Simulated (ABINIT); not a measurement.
The system is Bi.

```
Bi
1.0
     3.48860   -3.13258    0.00000
     3.48860    3.13258    0.00000
    -1.26023    0.00000    3.11355
Bi
2
Direct
  0.75306 0.75306 0.85738
  0.24694 0.24694 0.14262
```

This isn't the form of Bi at room conditions, which is rhombohedral.

Base run:

* Program: ABINIT 10.8.3 (patched build)
* Functional: PBEsol
* Potentials or basis: JTH PAW PBE v2.0
* Cutoff: 599 eV
* k mesh: 4 × 4 × 6
* Occupations: fermi-dirac, width 0.05 eV
* Spin: no spin polarisation

Its results: band gap on the k mesh none (metal or under the smearing width); pressure -2.5 GPa; largest force 0.125 eV/Å.

Problem. The run is repeated on the same cell with these changes: spin from no spin polarisation to spin-orbit coupling, no magnetisation. What comes out?

Solution. Band gap on the k mesh none (metal or under the smearing width); pressure -1.5 GPa; largest force 0.088 eV/Å.

Caveats: the PAW data sets were made with another functional, which shifts forces and pressure a little; spin-orbit coupling is left out, which moves the levels of the heavy elements (some runs).
